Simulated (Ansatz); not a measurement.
Band gap of some solids

Method: PBE (plane waves, PAW; Ansatz, a quantum-chemistry and plane-wave program). References are measured values at low temperature.

Values in eV.

```json
[
 {"solid": "rock-salt LiCl", "reference": "9.4", "PBE": "6.29", "error (eV)": "-3.11"},
 {"solid": "rock-salt NaCl", "reference": "8.97", "PBE": "5.11", "error (eV)": "-3.86"},
 {"solid": "zinc-blende CuCl", "reference": "3.39", "PBE": "0.54", "error (eV)": "-2.85"},
 {"solid": "diamond", "reference": "5.48", "PBE": "4.14", "error (eV)": "-1.34"},
 {"solid": "zinc-blende CdS (metastable phase)", "reference": "2.48", "PBE": "1.16", "error (eV)": "-1.32"},
 {"solid": "rock-salt AgCl", "reference": "3.25", "PBE": "0.91", "error (eV)": "-2.34"},
 {"solid": "CsCl-type CsCl", "reference": "8.35", "PBE": "5.28", "error (eV)": "-3.07"},
 {"solid": "rock-salt CdO", "reference": "0.84", "PBE": "0.00", "error (eV)": "-0.84"},
 {"solid": "anatase TiO2 (metastable phase)", "reference": "3.42", "PBE": "2.12", "error (eV)": "-1.30"}
]
```

Over these 9 solids the mean error is -2.23 eV, the mean absolute error 2.23 eV (median 2.34 eV), and the worst case rock-salt NaCl at -3.86 eV; the value is below the reference in 9 of 9 cases.

All these references are low-temperature values that still hold zero-point motion.

Differences are worked out from the printed values.

Density-functional gaps are differences of (generalised) Kohn–Sham levels of a static lattice; semilocal ones lie below quasiparticle gaps as a rule. Measured gaps hold zero-point and thermal shifts unless a correction is named.

Spin–orbit coupling is included only where a level's name says +SOC; with heavier elements it mostly lowers gaps and can invert bands. Cells: PBE at the measured cell. Ansatz's density-functional and Hartree–Fock values are scalar-relativistic unless marked +SOC, with PAW data made under PBE.

A closed gap counts as zero, however far the bands overlap: PBE: rock-salt CdO.

Ansatz's runs of these crystals have no spin polarisation.

Not in this set, of the solids of all kinds but layered and molecular ones with a reference value in our tables and a result at some level: 176 for a reference of another kind, counted apart; 7 for spin–orbit coupling left out; 7 for sources at odds; 3 for no value at PBE (not run, a failed fit, an unstable or unbound cell, or a value held back for tests); 2 for a high-temperature or high-pressure phase; 2 for a measured value of zero; 2 for a reference that its source doubts or gives as a wide range; 1 for another kind of cell or another program; 1 for a run that failed a test (PBE). These can be a level's best or worst cases. At least 71 more with a reference value are held back for tests. Solids without a released value at any level aren't counted. Without +SOC, gaps count where the solid holds none of Ge, As, Se, Br, Sn, Sb, Te, I or the elements past barium, or holds Ge, As, Se or Br with a gap over 4 eV. The metals Ce to Yb are counted apart.

References as tabulated in arXiv:1206.3780; Chen et al. (2018), doi:10.1103/physrevmaterials.2.073803; Zhang, Jiang, Phys. Rev. B 100, 205123 (2019); Wikipedia's data pages and others.
